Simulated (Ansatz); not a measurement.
# Sn (Fd-3m) in Ansatz: notebook, part 2 of 3

Ansatz 0.2.0.

### 5 Relaxation of cell and atoms, RPBE+D3(BJ)

The input, input.yaml:

```yaml
crystal:
  lattice:
    - [0.0, 3.2333428, 3.2333428]
    - [3.2333428, 0.0, 3.2333428]
    - [3.2333428, 3.2333428, 0.0]
  atoms:
    - { symbol: Sn, position: [0.75, 0.75, 0.75] }
    - { symbol: Sn, position: [0.5, 0.5, 0.5] }
hamiltonian:
  xc: rpbe
  pseudopotentials: { kind: paw }
  dispersion: d3bj
kpoints:
  mp_grid: { grid: [7, 7, 7] }
scf:
  occupations: { method: fermi_dirac, width: 0.05 }
output:
  forces: true
  stress: true
relax:
  f_tol: 0.01
  max_steps: 40
  cell: { stress_tol: 0.05 }
```

Potentials or basis: Ansatz PAW.

Started as:

```
$ ansatz run input.yaml --threads 2 --pin off --max-ram 5632MiB --backend cpu --events-out ev --progress --plain --runs-dir out
```

Output:

```text
Warning: RAYON_NUM_THREADS=2 ignored (pool sized by the plan → 2); use --threads N
Engine: ansatz 0.2.0, x86_64-unknown-linux-gnu
Pseudopotentials: kind: paw
Pseudopotential: Sn, paw, valence charge 14, recommended cutoff 420 eV (normal), Sn.paw.azcp
Functional definition: RPBE
  parameter kappa = 0.804
  parameter beta = 0.06672455060314922
  exchange = rpbe_x(kappa = kappa, mu = beta*pi^2/3)
  correlation = pbe_c(beta = beta)
Crystal: 2 atoms, lattice volume = 67.606 Å³
Basis set: ecut = 420 eV, 1363 PW (Γ), exchange–correlation on 64×64×64 points (8 copies of the dense FFT grid, shifted against one another)
Bands: 18, of which v1, the nominal top of the filled ones, is band 14 counted from 1 (13 counted from 0)
Symmetry: 48 space group operations
Space group: Fd-3m (ITA 227), of the structure as read, at distance tolerance 4.1e-5 Å
k-points: 20 of 343
Non-local potential: Sn, projectors of the file, l = 0: 2, l = 1: 2, l = 2: 2, l = 3: 2
PAW form: soft (Blöchl's): semilocal exchange-correlation on the pseudo side does not see the compensation charge
PAW frozen core: Sn, regenerated for the run's functional, and the local potential with it (the file was generated under x = pbe(κ = 0.804, μ = 0.2195149727645171), c = pbe(β = 0.06672455060314922))
PAW one-centre angular grid: Sn, 590 points (default); XC on 64 Gauss nodes
Initial density: superposition of atomic densities (neutral atoms: chi_scale 0, normalization atom), corrected by the library's trained network
Initial wavefunctions: pseudopotential atomic-orbital guess
Functional: x = rpbe, c = pbe(β = 0.06672455060314922)
SCF iter   1: F=—  HF=-12068.502520 eV  |F-HF|=—  |Δ(HF+E_count)|=         —  Δρ=2.60e-3  dr2=2.05e-3  ethr=1.77e-3  ⟨swp⟩=6.1  Hψ=1943  notcnv=0
preconditioner: auto → none  [insulator: Δε(μ)=0.357 eV  Ē_g=20.288 eV  σ=0.050 eV  W_gap=0.74  n_scr=14 (ndim 8)  ℏωp=23.9 eV  f_vac=0.091  D(μ)=0.20/eV (n_scr^D=0)  ε∞_Penn≈2.4]
SCF iter   2: F=—  HF=-12068.501018 eV  |F-HF|=—  |Δ(HF+E_count)|=   1.50e-3  Δρ=6.17e-4  dr2=1.89e-4  ethr=7.32e-6  ⟨swp⟩=2.0  Hψ=813  notcnv=0
SCF iter   3: F=—  HF=-12068.501093 eV  |F-HF|=—  |Δ(HF+E_count)|=   7.45e-5  Δρ=3.54e-4  dr2=3.94e-5  ethr=6.76e-7  ⟨swp⟩=3.0  Hψ=654  notcnv=0
SCF iter   4: F=—  HF=-12068.501143 eV  |F-HF|=—  |Δ(HF+E_count)|=   5.00e-5  Δρ=1.66e-4  dr2=7.64e-6  ethr=1.41e-7  ⟨swp⟩=2.0  Hψ=440  notcnv=0
SCF iter   5: F=—  HF=-12068.501153 eV  |F-HF|=—  |Δ(HF+E_count)|=   1.00e-5  Δρ=4.66e-5  dr2=5.67e-7  ethr=2.73e-8  ⟨swp⟩=2.0  Hψ=440  notcnv=0
SCF iter   6: F=-12068.501153 eV  HF=-12068.501153 eV  |F-HF|=7.14e-9  |Δ(HF+E_count)|=   5.86e-7  Δρ=5.09e-6  dr2=6.60e-9  ethr=3.57e-10  ⟨swp⟩=5.0  Hψ=1321  notcnv=0
SCF 1 converged in 6 iterations: F = -12068.501153 eV  dr2 = 6.60e-9
relax step   1: F+E_penalty+E_count = -12068.50115345 eV  Δ(F+E_penalty+E_count) = +0.000e0 eV  max|allowed force component| = 1.388e-17 eV/Å  Δτ_max = 0.0000 Å  P = -2.889 GPa  Ω = 67.606 Å³  (6 SCF iters, dr2 threshold 1.00e-7 eV, accepted)
Crystal: 2 atoms, lattice volume = 60.919 Å³
Basis set: ecut = 420 eV, 1243 PW (Γ), exchange–correlation on 64×64×64 points (8 copies of the dense FFT grid, shifted against one another)
Initial density: handed on by an earlier stage of this run
Initial wavefunctions: those handed on with the density
[... 14 lines left out ...]
SCF iter   3: F=—  HF=-12068.540715 eV  |F-HF|=—  |Δ(HF+E_count)|=   3.13e-4  Δρ=4.39e-5  dr2=1.28e-6  ethr=1.10e-6  ⟨swp⟩=2.0  Hψ=443  notcnv=0
SCF iter   4: F=—  HF=-12068.540718 eV  |F-HF|=—  |Δ(HF+E_count)|=   3.32e-6  Δρ=1.03e-5  dr2=9.43e-8  ethr=7.14e-10  ⟨swp⟩=5.7  Hψ=1364  notcnv=0
SCF iter   5: F=-12068.540719 eV  HF=-12068.540719 eV  |F-HF|=4.13e-9  |Δ(HF+E_count)|=   1.56e-7  Δρ=4.83e-6  dr2=1.10e-8  ethr=3.37e-10  ⟨swp⟩=3.0  Hψ=1435  notcnv=0
SCF 3 converged in 5 iterations: F = -12068.540719 eV  dr2 = 1.10e-8
relax step   3: F+E_penalty+E_count = -12068.54071865 eV  Δ(F+E_penalty+E_count) = -1.841e-2 eV  max|allowed force component| = 2.313e-17 eV/Å  Δτ_max = 0.0000 Å  P = -0.231 GPa  Ω = 63.815 Å³  energy of the carried Pulay correction = +7.981e-4 eV  (5 SCF iters, dr2 threshold 2.00e-7 eV, accepted)
Crystal: 2 atoms, lattice volume = 63.545 Å³
iter 1 solved again at ethr=1.32e-7 eV; its pass at ethr=3.10e-3 eV (dr2=3.69e-5 eV) is discarded
SCF iter   1: F=—  HF=-12068.540970 eV  |F-HF|=—  |Δ(HF+E_count)|=         —  Δρ=1.26e-4  dr2=9.53e-6  ethr=1.32e-7  ⟨swp⟩=3.0  Hψ=2184  notcnv=0
preconditioner: auto → none  [insulator: Δε(μ)=0.160 eV  Ē_g=20.496 eV  σ=0.050 eV  W_gap=0.51  n_scr=14 (ndim 8)  ℏωp=24.6 eV  f_vac=0.077  D(μ)=0.14/eV (n_scr^D=0)  ε∞_Penn≈2.4]
SCF iter   2: F=—  HF=-12068.540974 eV  |F-HF|=—  |Δ(HF+E_count)|=   4.09e-6  Δρ=6.43e-5  dr2=2.37e-6  ethr=3.40e-8  ⟨swp⟩=1.9  Hψ=388  notcnv=0
SCF iter   3: F=-12068.540976 eV  HF=-12068.540976 eV  |F-HF|=3.26e-8  |Δ(HF+E_count)|=   2.08e-6  Δρ=5.08e-6  dr2=1.41e-8  ethr=4.75e-10  ⟨swp⟩=3.9  Hψ=1438  notcnv=0
SCF 4 converged in 3 iterations: F = -12068.540976 eV  dr2 = 1.41e-8
relax step   4: F+E_penalty+E_count = -12068.54097595 eV  Δ(F+E_penalty+E_count) = -2.573e-4 eV  max|allowed force component| = 4.163e-17 eV/Å  Δτ_max = 0.0000 Å  P = -0.004 GPa  Ω = 63.545 Å³  energy of the carried Pulay correction = +8.567e-4 eV  (3 SCF iters, dr2 threshold 1.33e-7 eV, accepted)
Basis set: ecut = 420 eV, 1243 PW (Γ), exchange–correlation on 60×60×60 points (8 copies of the dense FFT grid, shifted against one another)
Initial wavefunctions: pseudopotential atomic-orbital guess (no wavefunctions were taken with the density)
iter 1 solved again at ethr=3.64e-7 eV; its pass at ethr=3.10e-3 eV (dr2=1.02e-4 eV) is discarded
SCF iter   1: F=—  HF=-12068.540095 eV  |F-HF|=—  |Δ(HF+E_count)|=         —  Δρ=7.26e-5  dr2=5.47e-7  ethr=3.64e-7  ⟨swp⟩=2.5  Hψ=2755  notcnv=0
preconditioner: auto → none  [insulator: Δε(μ)=0.161 eV  Ē_g=20.496 eV  σ=0.050 eV  W_gap=0.51  n_scr=14 (ndim 8)  ℏωp=24.6 eV  f_vac=0.076  D(μ)=0.14/eV (n_scr^D=0)  ε∞_Penn≈2.4]
SCF iter   2: F=—  HF=-12068.540096 eV  |F-HF|=—  |Δ(HF+E_count)|=   1.01e-6  Δρ=3.34e-5  dr2=1.15e-7  ethr=1.96e-9  ⟨swp⟩=2.0  Hψ=641  notcnv=0
SCF iter   3: F=—  HF=-12068.540096 eV  |F-HF|=—  |Δ(HF+E_count)|=   3.81e-7  Δρ=6.95e-6  dr2=6.56e-9  ethr=4.11e-10  ⟨swp⟩=3.0  Hψ=651  notcnv=0
SCF iter   4: F=—  HF=-12068.540096 eV  |F-HF|=—  |Δ(HF+E_count)|=   2.44e-8  Δρ=1.02e-6  dr2=3.50e-10  ethr=2.34e-11  ⟨swp⟩=2.0  Hψ=643  notcnv=0
SCF iter   5: F=-12068.540096 eV  HF=-12068.540096 eV  |F-HF|=1.82e-12  |Δ(HF+E_count)|=  4.73e-10  Δρ=6.21e-8  dr2=2.14e-12  ethr=1.00e-12  ⟨swp⟩=4.9  Hψ=1768  notcnv=0
SCF 5 converged in 5 iterations: F = -12068.540096 eV  dr2 = 2.14e-12
relax step   5: F+E_penalty+E_count = -12068.54009596 eV  Δ(F+E_penalty+E_count) = +8.800e-4 eV  max|allowed force component| = 3.007e-17 eV/Å  Δτ_max = 0.0000 Å  P = -0.006 GPa  Ω = 63.545 Å³  stress off target by 5.75e-3 GPa  SCF on the basis re-selected at this cell (its energy is not comparable with the rows above)  (5 SCF iters)
basis re-selected at this cell: Δ(F+E_penalty+E_count) = +8.800e-4 eV, ΔP = -0.001 GPa vs the last step (what re-selecting the basis moved, of the pressure what is left beyond the Pulay correction that the steps carried, after the strain that the cell walked since its last selection, with what the two solves' SCF thresholds leave and, on support functions, any second-order correction that the steps lacked; it is no measure of the basis error at this ecutwfc). The dense FFT grid was sized anew with the basis: this SCF ran on 30×30×30 points, the steps before it on 32×32×32, so part of this shift can come from that change (see relax.cell in the input reference). This SCF's stress stands 5.75e-3 GPa from its target on what of the cell is left free (relax.cell.stress_tol is 5.00e-2 GPa) and its largest allowed force component is 3.01e-17 eV/Å (relax.f_tol is 1.00e-2 eV/Å): within both
SCF converged after 5 iterations
Free energy (F): -12068.540096 eV
Harris-Foulkes:  -12068.540096 eV  (|F-HF|=1.82e-12)
Internal energy: -12068.538951 eV  (E = F + TS)
E sigma→0 (E₀):  -12068.539523 eV
Entropy (-TS):   -0.001145 eV (-0.573 meV/atom)
Fermi energy:    9.011073 eV
--- Per-component energies (eV) ---
  E_band       = -222.448531
  E_kinetic    = 376.666436
  E_local      = -2209.923243  (includes V_loc(G=0)·N_el)
  E_nonlocal   = -64.832116
  E_hartree    = 1292.085384
  E_xc         = -766.033220
  E_vxc        = -190.838174  (∫ρ·V_xc dr)
  E_paw        = -8293.224647  (= ΣΔE_a)
  E_vpaw       = -717.692160  (= ΣTr[D̂ρ^β])
  E_aug_tail   = -0.000001  (compensation charges beyond the density's cutoff)
  E_ewald      = -2400.077775
  E_disp       = -3.252324  (pairwise vdW)
  E_core_change = 0.052555  (= ΣΔE_core)
  E_smearing   = -0.001145  (= −TS)
  E_closure    = -0.000000  (closes the sum)
  Σ components = -12068.540096   (vs F -12068.540096, Δ=0.00e0)
--- Forces (eV/Å), atoms counted from 1 ---
  atom   1  Sn     0.00000000     0.00000000     0.00000000
  atom   2  Sn    -0.00000000    -0.00000000    -0.00000000
  max |Σ_I F_I| component: 3.93e-17 eV/Å
--- Stress (GPa, compression-positive) ---
       -0.005753      -0.000000      -0.000000
        0.000000      -0.005753      -0.000000
       -0.000000       0.000000      -0.005753
  P = ⅓ Tr σ = -0.0058 GPa (-0.058 kbar)
--- Relaxed structure (4 steps of the walk, 4 accepted, 1 SCFs on fresh bases) ---
  F+E_penalty+E_count = -12068.54009596 eV   max|allowed force component| = 3.007e-17 eV/Å   (the final SCF, on the basis selected at the relaxed cell)
  cell:  # Å, volume = 63.5448 Å³
    - [-1.2165200720914579e-33, 3.1672566306325183, 3.1672566306325183]
    - [3.1672566306325183, 9.999667606933954e-34, 3.1672566306325183]
    - [3.1672566306325183, 3.1672566306325183, 3.8215290246716928e-34]
  atoms:
    - { symbol: Sn, position: [0.7500000000000001, 0.7500000000000001, 0.7500000000000001] }
    - { symbol: Sn, position: [0.5, 0.5, 0.5] }
```

Run time: 11 s. Hardware: 2 threads of Intel Xeon at 2.50GHz (Skylake/Cascade Lake), shared host; peak memory 0.36 GiB.

Results:

```
Free energy                            : -12068.5401 eV
Relaxed volume                         : 31.77 Å³/atom
Relaxed cell                           : a = 4.479 Å, b = 4.479 Å, c = 4.479 Å, α = 60.00°, β = 60.00°, γ = 60.00°
Space group after relaxing (to 0.05 Å) : Fd-3m (No. 227)
Energy gained by relaxing              : 19.5 meV/atom
Ionic steps                            : 5
Pressure after relaxing                : 0.0 GPa
```

Step by step:
```tsv
step	energy change (eV)	largest force (eV/Å)	volume (Å³)
1	0.0000	0.0000	67.61
2	-0.0212	0.0000	60.92
3	-0.0396	0.0000	63.81
4	-0.0398	0.0000	63.54
5	-0.0389	0.0000	63.54
```

Final structure:
```xyz
2
Lattice="0.0000 3.1673 3.1673 3.1673 0.0000 3.1673 3.1673 3.1673 0.0000" Properties=species:S:1:pos:R:3 pbc="T T T"
Sn    4.7509    4.7509    4.7509
Sn    3.1673    3.1673    3.1673
```

Caveat: the plane-wave basis is chosen anew once the cell has moved, so the energies of steps on either side of that aren't comparable; the PAW data sets come from PBE, with cores solved anew for the run's functional, which leaves a small shift of forces and pressure.

(Continued in part 3 of 3.)
